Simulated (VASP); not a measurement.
Wanted: the native input for a VASP 6.6.1 run.

```yaml
Task: work function
Functional: r2SCAN
Potentials_or_basis: VASP PAW PBE potentials, release 64 (Ni)
Cutoff: 520 eV
k_mesh: 12 × 8 × 1
Occupations: gaussian, width 0.1 eV
Spin: collinear spin, ferromagnetic start
Starting_moments: "[1.0, 1.0, 1.0, 1.0, 1.0, 1.0, 1.0, 1.0, 1.0] μB"
Further_INCAR_settings: ALGO = Normal; EDIFF = 1e-06
```

The structure of Ni lies in POSCAR:

```
Ni
1.0
    3.5240000000      0.0000000000      0.0000000000
    0.0000000000      2.4918442969      0.0000000000
    0.0000000000      0.0000000000     23.9673771876
Ni
9
Direct
    0.0000000000      0.0000000000      0.2920636641
    0.5000000000      0.5000000000      0.3440477481
    0.0000000000      0.0000000000      0.3960318320
    0.5000000000      0.5000000000      0.4480159160
    0.0000000000      0.0000000000      0.5000000000
    0.5000000000      0.5000000000      0.5519840840
    0.0000000000      0.0000000000      0.6039681680
    0.5000000000      0.5000000000      0.6559522519
    0.0000000000      0.0000000000      0.7079363359
```

The slab is cut from a database's or a generator's crystal, which needn't be the stable form of the element.

The input as run:

INCAR

```
SYSTEM = Ni
PREC = Accurate ; ENCUT = 520
EDIFF = 1E-6 ; ISMEAR = 0
SIGMA = 0.1 ; LREAL = .False.
LASPH = .True. ; NELM = 150
ALGO = Normal ; ISIF = 2
LWAVE = .False. ; LCHARG = .True.
ISPIN = 2 ; MAGMOM = 1 1 1 1 1 1 1 1 1
LORBIT = 11 ; LMAXMIX = 4
METAGGA = R2SCAN ; LMIXTAU = .True.
LELF = .True. ; LVHAR = .True.
LVACPOTAV = .True.
```

KPOINTS

```
regular mesh
0
Gamma
  12 8 1
  0 0 0
```

Potentials or basis: VASP PAW PBE potentials, release 64 (Ni).

Launch:

```console
$ cat potpaw_PBE.64/Ni/POTCAR > POTCAR
$ mpirun -np 1 vasp_std > vasp.out
```

It gave:

```
Largest force                                         : 0.966 eV/Å
Band gap on the k mesh                                : none (metal or under the smearing width)
Net moment                                            : 6.89 μB per cell
Site moments                                          : Ni +0.94, +0.72, +0.76 μB
Valence electrons inside the program's atomic spheres : Ni 9.08, 9.29, 9.33, 9.34
```

Caveat: the PAW data sets were made with another functional, which shifts forces and pressure a little.

Run time: 89 min on 1 thread of Intel(R) Xeon(R) 6975P-C (Granite Rapids) (shared host), peak memory 0.82 GiB.
